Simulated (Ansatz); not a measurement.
Se: what symmetry allows forces and stress to be

```xyz
2
Lattice="0.0906 2.9594 2.9007 3.1852 -0.1938 3.1852 2.9007 2.9594 0.0906" Properties=species:S:1:pos:R:3 pbc="T T T"
Se    2.9866    2.8247    2.9866
Se    4.7341    4.3314    4.7341
```

Theory: DFT PBEsol, scalar-relativistic, plane waves, PAW in Ansatz.

Settings: cutoff 420 eV, Γ-centred mesh 12×10×12 on the computed 2-atom cell, Gaussian smearing of 0.10 eV; no spin polarisation.

This distorted cell has space group C2/m, with 4 operations.

Task: Without a calculation: in which directions can each atom feel a force?

Result: A force must be left unchanged by every operation that keeps its atom in place, so it lies in the space that those operations leave fixed. Atoms that the group maps onto each other feel forces of one size.
| atom | site symmetry | operations at the site | equivalent to atom | allowed force (Cartesian) |
| --- | --- | --- | --- | --- |
| Se1 | m | 2 | 1 | in the plane normal to (-0.71, 0.00, 0.71) |
| Se2 | m | 2 | 1 | in the plane normal to (-0.71, 0.00, 0.71) |

That leaves 2 independent force components of 6. A relaxation in this cell that keeps the symmetry moves the atoms in these directions alone.

Task: And the stress tensor?

Result: It must be invariant under the point group, which leaves 4 independent components: xx = zz, yz = xy.

Task: Do the computed values obey this?

Result: Yes. Forces (eV/Å):
```
Se1 -0.329 -0.236 -0.329
Se2  0.329  0.236  0.329
```

Stress (GPa, compression positive, xx yy zz yz xz xy): 5.09 4.12 5.09 1.72 1.36 1.72. The program imposes the same operations on density, forces and stress, so this confirms the analysis and is no independent test of the calculation.

Spin polarisation was left out, and a magnetic state may lie lower.

This diamond-type form isn't the element's structure at ambient conditions.